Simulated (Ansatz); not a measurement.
Runs of Ansatz 0.2.0 on LiCl. The structure is cubic, space group Fm-3m (No. 225). Conventional cell: a = 5.130 Å, b = 5.130 Å, c = 5.130 Å, α = 90.00°, β = 90.00°, γ = 90.00°. Cl (site symmetry m-3m) has 6 Li at 2.56 Å as nearest neighbours. Around Li (site symmetry m-3m) lie 6 Cl at 2.56 Å. 

| task | level | potentials or basis | cell | k mesh | cutoff (eV) | smearing | basis error allowed | gap on the mesh (eV) | pressure (GPa) | relaxed volume (Å³/atom) |
| --- | --- | --- | --- | --- | --- | --- | --- | --- | --- | --- |
| phonons | LDA | all-electron LAPW, scalar-relativistic | as given | 7 × 7 × 7 | 172 | fermi-dirac 0.05 eV | 0.001 eV/atom | (a) | - | - |
| single point | PBE0 | all-electron PAW datasets made for the crystal | as given | 6 × 6 × 6 | 220 | fermi-dirac 0.05 eV | - | 8.44 | - | - |
| single point | PBE | all-electron LAPW, scalar-relativistic | as given | 6 × 6 × 6 | 133 | fermi-dirac 0.02 eV | 0.004 eV/atom | (b) | 0.4 | - |
| relaxation of cell and atoms | revPBE | all-electron LAPW, scalar-relativistic | relaxed | 9 × 9 × 9 | - | fermi-dirac 0.05 eV | 0.001 eV/atom | 6.17 | 0.0 | 18.04 |
| relaxation of cell and atoms | BLYP+D3(BJ) | all-electron LAPW, scalar-relativistic | relaxed | 9 × 9 × 9 | - | fermi-dirac 0.05 eV | 0.001 eV/atom | 6.99 | 0.0 | (c) |

Alike in all rows: no spin polarisation.

Problem. Fill in the values left out.

Solution. (a) 5.99; (b) 6.33; (c) 15.53.

Caveats: an odd mesh through Γ misses points on the zone boundary, where band edges often lie (some runs).

Not every run made on this cell is shown here.
